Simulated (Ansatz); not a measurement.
Mn: from a first guess to the relaxed bcc type

First guess:

```
CELL_PARAMETERS angstrom
-1.40625 1.40625 1.40625
1.40625 -1.40625 1.40625
1.40625 1.40625 -1.40625
ATOMIC_POSITIONS crystal
Mn 0.00000 0.00000 0.00000
```

Method: Ansatz 0.2.0, DFT, PBE, PAW with Ansatz's default frozen-core files, scalar-relativistic.

Cell and atoms relax within the symmetry of the start on a 20×20×20 k mesh with 0.03 eV Fermi–Dirac smearing, from parallel moments.

The start is built from a prototype, known or not as a phase of this compound; the cutoff is 420 eV.

The magnetic state is the one reached from parallel moments; other orders may lie lower.

**Question.** What is the pressure of the first guess?

**Answer.** -4.05 GPa.

**Question.** What does it relax to?

**Answer.** a = 2.796 Å, b = 2.796 Å, c = 2.796 Å, α = 90.00°, β = 90.00°, γ = 90.00° (conventional cell), 10.93 Å³ per atom:
Space group Im-3m (No. 229). a = 2.796 Å, b = 2.796 Å, c = 2.796 Å, α = 90.00°, β = 90.00°, γ = 90.00°
```
atom  site  symmetry       x       y       z
  Mn    2a      m-3m  0.0000  0.0000  0.0000
```

**Question.** How much energy does the relaxation release?

**Answer.** 2 meV/atom.

**Question.** What moment does the relaxed primitive cell (1 atom) carry?

**Answer.** 0.86 μB.
